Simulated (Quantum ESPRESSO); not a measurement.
A calculation with Quantum ESPRESSO 7.5 of Au (native input, structure typed inline):

pw.in

```
&CONTROL
  calculation = 'scf'
  prefix = 'pwscf'
  outdir = './tmp'
  pseudo_dir = './pseudo'
  tprnfor = .true.
  tstress = .true.
  disk_io = 'low'
/
&SYSTEM
  ibrav = 0
  nat = 1
  ntyp = 1
  ecutwfc = 45
  ecutrho = 360
  nbnd = 11
  occupations = 'smearing'
  smearing = 'fd'
  degauss = 0.00367493
/
&ELECTRONS
  conv_thr = 2d-10
  electron_maxstep = 120
  mixing_beta = 0.5
/
ATOMIC_SPECIES
Au   196.9666 au_pbesol_v1.uspp.F.UPF
CELL_PARAMETERS angstrom
   0.0000000000    2.0350000000    2.0350000000
   2.0350000000    0.0000000000    2.0350000000
   2.0350000000    2.0350000000    0.0000000000
ATOMIC_POSITIONS crystal
Au     0.0000000000    0.0000000000    0.0000000000
K_POINTS automatic
11 11 11 0 0 0
```

File pp_density.in:

```
&INPUTPP
  prefix = 'pwscf'
  outdir = './tmp'
  filplot = 'density.dat'
  plot_num = 0
/
&PLOT
  nfile = 1
  filepp(1) = 'density.dat'
  iflag = 3
  output_format = 6
  fileout = 'density.cube'
/
```

Contents of pp_potential.in:

```
&INPUTPP
  prefix = 'pwscf'
  outdir = './tmp'
  filplot = 'potential.dat'
  plot_num = 11
/
&PLOT
  nfile = 1
  filepp(1) = 'potential.dat'
  iflag = 3
  output_format = 6
  fileout = 'potential.cube'
/
```

Potentials or basis: GBRV 1.5 PBEsol.

The run is started by

```console
$ OMP_NUM_THREADS=1 mpirun -n 2 pw.x -nk 2 -in pw.in > pw.out
$ OMP_NUM_THREADS=1 mpirun -n 1 pp.x -in pp_density.in > pp_density.out
$ OMP_NUM_THREADS=1 mpirun -n 1 pp.x -in pp_potential.in > pp_potential.out
```

Question: Write the same calculation in another form: ASE script, Cartesian positions.

Answer: As run:

Contents of run.py:

```python
import numpy as np
from ase.calculators.espresso import Espresso, EspressoProfile
from ase.io import read

atoms = read('Au.xyz')

input_data = {
    'control': {'calculation': 'scf', 'prefix': 'pwscf', 'outdir': './tmp', 'tprnfor': True, 'tstress': True, 'disk_io': 'nowf'},
    'system': {'ecutwfc': 45.0, 'ecutrho': 360.0, 'nbnd': 11, 'occupations': 'smearing', 'smearing': 'fd', 'degauss': 0.00367493},
    'electrons': {'conv_thr': 2e-10, 'electron_maxstep': 120, 'mixing_beta': 0.5},
}
pseudopotentials = {'Au': 'au_pbesol_v1.uspp.F.UPF'}
profile = EspressoProfile(command='mpirun -n 2 pw.x -nk 2', pseudo_dir='pseudo')
dft = Espresso(profile=profile, input_data=input_data, pseudopotentials=pseudopotentials, kpts=(11, 11, 11), koffset=(0, 0, 0))
atoms.calc = dft

print(f'energy {atoms.get_potential_energy():.8f} eV')
print('forces (eV/A)')
print(np.round(atoms.get_forces(), 6))
print('stress (eV/A^3, Voigt)')
print(np.round(atoms.get_stress(), 8))
print(f'Fermi level {dft.get_fermi_level():.4f} eV')
```

The input Au.xyz:

```xyz
1
Lattice="0.0000000000 2.0350000000 2.0350000000 2.0350000000 0.0000000000 2.0350000000 2.0350000000 2.0350000000 0.0000000000" Properties=species:S:1:pos:R:3 pbc="T T T"
Au     0.0000000000      0.0000000000      0.0000000000
```

Potentials or basis: GBRV 1.5 PBEsol.

Command:

```sh
$ OMP_NUM_THREADS=1 python run.py
```

Both were run:

|  | native input, structure typed inline | ASE script, Cartesian positions |
| --- | --- | --- |
| Pressure | 1.2 GPa | 1.2 GPa |
| Band gap on the k mesh | none (metal or under the smearing width) | none (metal or under the smearing width) |

Keys that steer only the numerical path or the files written may differ.
